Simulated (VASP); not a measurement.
The system is BaTe.

```
Ba Te
1.0
     0.00000    3.54492    3.54492
     3.54492    0.00000    3.54492
     3.54492    3.54492    0.00000
Ba Te
1 1
Direct
  0.00000 0.00000 0.00000
  0.50000 0.50000 0.50000
```

The cell comes from a database or a generator and needn't be the stable form of this composition.

* Program: VASP 6.6.1
* Task: relaxation of cell and atoms
* Functional: PBEsol
* Potentials or basis: VASP PAW PBE potentials, release 64 (Ba_sv, Te)
* Cutoff: 600 eV
* k mesh: 8 × 8 × 8
* Occupations: gaussian, width 0.02 eV
* Spin: no spin polarisation

At the start: pressure -1.5 GPa; volume 44.55 Å³/atom.

**Question.** Where does the relaxation end?

**Answer.** Over 3 steps the energy falls by 10.7 meV/atom and the volume is 42.30 Å³/atom (-5.0 %); space group Fm-3m (No. 225, to 0.05 Å).

The path:
| step | energy change (eV) | largest force (eV/Å) | pressure (GPa) | volume (Å³) |
| --- | --- | --- | --- | --- |
| 1 | 0.0000 | 0.0000 | -1.46 | 89.09 |
| 2 | -0.0210 | 0.0000 | 0.25 | 83.96 |
| 3 | -0.0215 | 0.0000 | 0.00 | 84.60 |

Final structure:
```
Ba Te
1.0
     0.00000    3.48429    3.48429
     3.48429    0.00000    3.48429
     3.48429    3.48429    0.00000
Ba Te
1 1
Direct
  0.00000 0.00000 0.00000
  0.50000 0.50000 0.50000
```

Caveat: the PAW data sets were made with another functional, which shifts forces and pressure a little.
